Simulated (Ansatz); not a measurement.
Crystal: Ge.

```
Ge
1.0
     0.00000    2.82891    2.82891
     2.82891    0.00000    2.82891
     2.82891    2.82891    0.00000
Ge
2
Direct
  0.75000 0.75000 0.75000
  0.50000 0.50000 0.50000
```

```yaml
Program: Ansatz 0.2.0
Task: relaxation of cell and atoms
Functional: PBE
Potentials_or_basis: all-electron LAPW, scalar-relativistic
Basis_error_allowed: 0.002 eV/atom
k_mesh: 8 × 8 × 8
Occupations: fermi-dirac, width 0.025 eV
Spin: collinear spin, antiferromagnetic start
Starting_moments: "[0.5, -0.5] μB"
```

At the start: volume 22.64 Å³/atom.

**Question.** How do energy, volume and symmetry change on relaxing?

**Answer.** Over 5 steps the energy falls by 13.7 meV/atom and the volume is 23.91 Å³/atom (+5.6 %); space group Fd-3m (No. 227, to 0.05 Å); moment 0.00 μB per cell.

Step by step:
| step | energy change (eV) | largest force (eV/Å) | volume (Å³) |
| --- | --- | --- | --- |
| 1 | 0.0000 | 0.0000 | 45.28 |
| 2 | -0.0262 | 0.0000 | 47.24 |
| 3 | -0.0274 | 0.0000 | 47.76 |
| 4 | -0.0274 | 0.0000 | 47.82 |
| 5 | -0.0274 | 0.0000 | 47.82 |

Final structure:
```yaml
crystal:
  lattice:
    - [0.00000, 2.88082, 2.88082]
    - [2.88082, 0.00000, 2.88082]
    - [2.88082, 2.88082, 0.00000]
  atoms:
    - { symbol: Ge, position: [0.75000, 0.75000, 0.75000] }
    - { symbol: Ge, position: [0.50000, 0.50000, 0.50000] }
```

The cell as given is a measured one (22.64 Å³/atom); PBE puts the equilibrium volume +5.6 % from it, thermal expansion not counted.

Caveat: the starting moments weren't kept.
